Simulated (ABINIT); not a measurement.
# Sb (Fm-3m) in ABINIT: single point with PBE

Aim: the single point of Sb with PBE.

Program: ABINIT 10.8.3 (patched build). These are calculated values, not measurements. Logs are shortened: lines on timing, memory, paths and dates and some standing lists are left out, and cuts for length are marked. The log counts tension as positive stress, the text compression.

## Step 1: The structure

Symmetry: Fm-3m, No. 225, cubic system. Conventional cell: a = 4.742 Å, b = 4.742 Å, c = 4.742 Å, α = 90.00°, β = 90.00°, γ = 90.00°. Around Sb (site symmetry m-3m) lie 12 Sb at 3.35 Å.

This isn't the form of Sb at room conditions, which is rhombohedral.

## Step 2: Single point, PBE

Contents of run.abi:

```
pp_dirpath "./"
pseudos "Sb.upf"

acell 3.3534433337 3.3534433337 3.3534433337 Angstrom
rprim
     0.0000000000     0.7071067812     0.7071067812
     0.7071067812     0.0000000000     0.7071067812
     0.7071067812     0.7071067812     0.0000000000
ntypat 1
znucl 51
natom 1
typat 1
xcart
     0.0000000000     0.0000000000     0.0000000000 Angstrom

ecut 40.0

kptopt 1
ngkpt 8 8 8
nshiftk 1
shiftk 0.0 0.0 0.0

ixc 11

nband 12
occopt 3
tsmear 0.05 eV

nstep 100
tolvrs 1.0e-10

iomode 3
prtwf 0
prtden 0
prteig 0
prtebands 0
enunit 2
```

Potentials or basis: PseudoDojo NC SR PBE v0.4.1 standard.

Run with:

```bash
> mpirun --bind-to none -np 4 abinit run.abi > log 2>&1
```

run.abo:

```text
.Version 10.8.3 of ABINIT
 Symmetries : space group Fm -3 m (#225); Bravais cF (face-center cubic)
================================================================================
 Values of the parameters that define the memory need of the present run
     intxc =       0    ionmov =       0      iscf =       7    lmnmax =       6
     lnmax =       6     mgfft =      40  mpssoang =       3    mqgrid =    3001
     natom =       1  nloc_mem =       1    nspden =       1   nspinor =       1
    nsppol =       1      nsym =      48    n1xccc =    2501    ntypat =       1
    occopt =       3   xclevel =       2
       mpw =        2188          nfft =       64000          nkpt =          29
================================================================================
================================================================================

--------------------------------------------------------------------------------
------------- Echo of variables that govern the present computation ------------
--------------------------------------------------------------------------------
 -outvars: echo values of preprocessed input variables --------
            acell      6.3370894794E+00  6.3370894794E+00  6.3370894794E+00 Bohr
              amu      1.21753000E+02
             ecut      4.00000000E+01 Hartree
           enunit           2
              ixc          11
         kptrlatt        8    0    0      0    8    0      0    0    8
          kptrlen      5.06967158E+01
            natom           1
            nband          12
            ngfft          40      40      40
             nkpt          29
            nstep         100
             nsym          48
           ntypat           1
           occopt           3
           prtden           0
        prtebands           0
           prteig           0
            prtwf           0
            rprim      0.0000000000E+00  7.0710678120E-01  7.0710678120E-01
                       7.0710678120E-01  0.0000000000E+00  7.0710678120E-01
                       7.0710678120E-01  7.0710678120E-01  0.0000000000E+00
          spgroup         225
           tolvrs      1.00000000E-10
           tsmear      1.83746611E-03 Hartree
            typat      1
            znucl       51.00000

================================================================================

 chkinp: Checking input parameters for consistency.

================================================================================
== DATASET  1 ==================================================================

--- !DatasetInfo
iteration_state: {dtset: 1, }
dimensions: {natom: 1, nkpt: 29, mband: 12, nsppol: 1, nspinor: 1, nspden: 1, mpw: 2188, }
cutoff_energies: {ecut:  40.0, pawecutdg:  -1.0, }
electrons: {nelect:   1.50000000E+01, charge:   0.00000000E+00, occopt:   3.00000000E+00, tsmear:   1.83746611E-03, }
meta: {optdriver: 0, ionmov: 0, optcell: 0, iscf: 7, paral_kgb: 0, }
...
[... 76 lines left out ...]
cartesian_forces: # hartree/bohr
- [ -0.00000000E+00,  -0.00000000E+00,  -0.00000000E+00, ]
force_length_stats: {min:   0.00000000E+00, max:   0.00000000E+00, mean:   0.00000000E+00, }
...

 Integrated electronic density in atomic spheres:
 ------------------------------------------------
 Atom  Sphere_radius  Integrated_density
    1        2.00000         11.19712512
================================================================================

 ----iterations are completed or convergence reached----

 Mean square residual over all n,k,spin=   59.807E-06; max=  93.945E-04
 reduced coordinates (array xred) for    1 atoms
       0.000000000000      0.000000000000      0.000000000000
 rms dE/dt=  0.0000E+00; max dE/dt=  0.0000E+00; dE/dt below (all hartree)
    1       0.000000000000      0.000000000000      0.000000000000

 cartesian coordinates (angstrom) at end:
    1      0.00000000000000     0.00000000000000     0.00000000000000

 cartesian forces (hartree/bohr) at end:
    1     -0.00000000000000    -0.00000000000000    -0.00000000000000
 frms,max,avg= 0.0000000E+00 0.0000000E+00   0.000E+00  0.000E+00  0.000E+00 h/b

 cartesian forces (eV/Angstrom) at end:
    1     -0.00000000000000    -0.00000000000000    -0.00000000000000
 frms,max,avg= 0.0000000E+00 0.0000000E+00   0.000E+00  0.000E+00  0.000E+00 e/A
 length scales=  6.337089479444  6.337089479444  6.337089479444 bohr
              =  3.353443333700  3.353443333700  3.353443333700 angstroms
 Fermi (or HOMO) energy (hartree) =   0.30083   Average Vxc (hartree)=  -0.40215
 Eigenvalues (hartree) for nkpt=  29  k points:
 kpt#   1, nband= 12, wtk=  0.00195, kpt=  0.0000  0.0000  0.0000 (reduced coord)
  -0.77241   -0.77241   -0.77241   -0.77105   -0.77105   -0.17249    0.50331    0.50331
   0.50331    0.69177    0.69302    0.69303
      occupation numbers for kpt#   1
   2.00000    2.00000    2.00000    2.00000    2.00000    2.00000    0.00000    0.00000
   0.00000    0.00000    0.00000    0.00000
 prteigrs : prtvol=0 or 1, do not print more k-points.

 Fermi (or HOMO) energy (eV) =   8.18607   Average Vxc (eV)= -10.94314
 Eigenvalues (   eV  ) for nkpt=  29  k points:
 kpt#   1, nband= 12, wtk=  0.00195, kpt=  0.0000  0.0000  0.0000 (reduced coord)
 -21.01830  -21.01830  -21.01830  -20.98129  -20.98129   -4.69371   13.69564   13.69564
  13.69564   18.82391   18.85813   18.85843
 prteigrs : prtvol=0 or 1, do not print more k-points.

--- !EnergyTerms
iteration_state     : {dtset: 1, }
comment             : Components of total free energy in Hartree
kinetic             :  5.32779022944683E+01
hartree             :  1.95837124587529E+01
xc                  : -2.27475477936717E+01
Ewald energy        : -5.75537943420009E+01
psp_core            :  2.22192681150271E+00
local_psp           : -6.62776518523344E+01
non_local_psp       : -1.94467112037740E+01
internal            : -9.09421636270572E+01
'-kT*entropy'       : -3.43227729247334E-04
total_energy        : -9.09425068547864E+01
total_energy_eV     : -2.47467168020337E+03
band_energy         : -7.16566398764043E+00
...

 Cartesian components of stress tensor (hartree/bohr^3)
  sigma(1 1)= -8.53261134E-05  sigma(3 2)=  0.00000000E+00
  sigma(2 2)= -8.53261134E-05  sigma(3 1)=  0.00000000E+00
  sigma(3 3)= -8.53261134E-05  sigma(2 1)=  0.00000000E+00

-Cartesian components of stress tensor (GPa)         [Pressure=  2.5104E+00 GPa]
- sigma(1 1)= -2.51038093E+00  sigma(3 2)=  0.00000000E+00
- sigma(2 2)= -2.51038093E+00  sigma(3 1)=  0.00000000E+00
- sigma(3 3)= -2.51038093E+00  sigma(2 1)=  0.00000000E+00

== END DATASET(S) ==============================================================
================================================================================

 -outvars: echo values of variables after computation  --------
            acell      6.3370894794E+00  6.3370894794E+00  6.3370894794E+00 Bohr
           etotal     -9.0942506855E+01
            fcart     -0.0000000000E+00 -0.0000000000E+00 -0.0000000000E+00
            rprim      0.0000000000E+00  7.0710678120E-01  7.0710678120E-01
                       7.0710678120E-01  0.0000000000E+00  7.0710678120E-01
                       7.0710678120E-01  7.0710678120E-01  0.0000000000E+00
           strten     -8.5326113431E-05 -8.5326113431E-05 -8.5326113431E-05
                       0.0000000000E+00  0.0000000000E+00  0.0000000000E+00
 Calculation completed.
```

Run time: 6.4 s. Hardware: 4 MPI ranks of Arm Neoverse V2, shared host; peak memory 0.28 GiB.

Results:

| Item | Value |
| --- | --- |
| Free energy | -2474.6717 eV |
| Pressure | 2.5 GPa |
| Band gap on the k mesh | none (metal or under the smearing width) |
| Valence electrons inside the program's atomic spheres | Sb 11.20 (radii [1.0584] Å) |

Levels at points of the mesh, in eV from the Fermi level:
```
           k point  band 3  band 4  band 5  band 6  band 7  band 8  band 9  band 10  band 11  band 12
(0.00, 0.00, 0.00)  -29.20  -29.17  -29.17  -12.88    5.51    5.51    5.51    10.64    10.67    10.67
(0.50, 0.00, 0.00)  -29.20  -29.12  -29.12   -9.06   -5.76    3.81    3.81     8.56     9.64     9.64
(0.50, 0.50, 0.00)  -29.13  -29.11  -29.11   -7.42   -4.85    0.52    0.52     4.31     4.80    11.27
```

The run has no spin-orbit coupling, so splittings on Sb are missing.
